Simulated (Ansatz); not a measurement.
TiPbO3, a database entry at a rescaled volume

```xyz
10
Lattice="3.9150 0.0000 0.0000 0.0000 3.9150 0.0000 0.0000 0.0000 8.3335" Properties=species:S:1:pos:R:3 pbc="T T T"
Pb    0.0000    0.0000    0.0000
Pb    0.0000    0.0000    4.1668
Ti    1.9575    1.9575    2.2425
Ti    1.9575    1.9575    6.4093
O     1.9575    1.9575    0.4708
O     1.9575    1.9575    4.6376
O     1.9575    0.0000    2.5626
O     1.9575    0.0000    6.7293
O     0.0000    1.9575    2.5626
O     0.0000    1.9575    6.7293
```

Level: r2SCAN, collinear spin; 500 eV; 6×6×3 Γ-centred mesh; fermi-dirac occupations (width 0.0851 eV); Ansatz 0.2.0, fixed geometry.

The state carries no moments; the state need not be the lowest.

Task: What is the band gap?

Result: The gap is 2.09 eV, indirect or between spins (the least direct gap found is 2.50 eV).

Task: Which atom feels the largest force, and which way?

Result: The largest is on Pb1 (and as large on other atoms): 0.13 eV/Å, components (0.00, 0.00, -0.13). It makes 51° with the line to a nearest neighbour, O8 at 2.53 Å.

Task: How is the charge shared?

Result: Bader charges in e: Ti +2.31, Pb +1.44, O -1.27 to -1.20. In the mean Ti gives up most and O takes most.

Task: Is it stable against the elements?

Result: -2.54 eV an atom against the elements' usual phases (free molecules for gases, crystals otherwise, with no correction for O₂ or N₂), so it is bound against them; other compounds may still compete. Relaxing would lower it.

Task: Which orbitals make up the band edges?

Result: Within 0.7 eV of the edges, the states project mainly on O p (72 %) and Pb s (19 %) below the gap and on Ti d (90 %) above it.

Origin: a database entry at a rescaled volume. Caveats: the input typed no starting moments; no spin-orbit coupling, which can shift this gap by tenths of an eV.
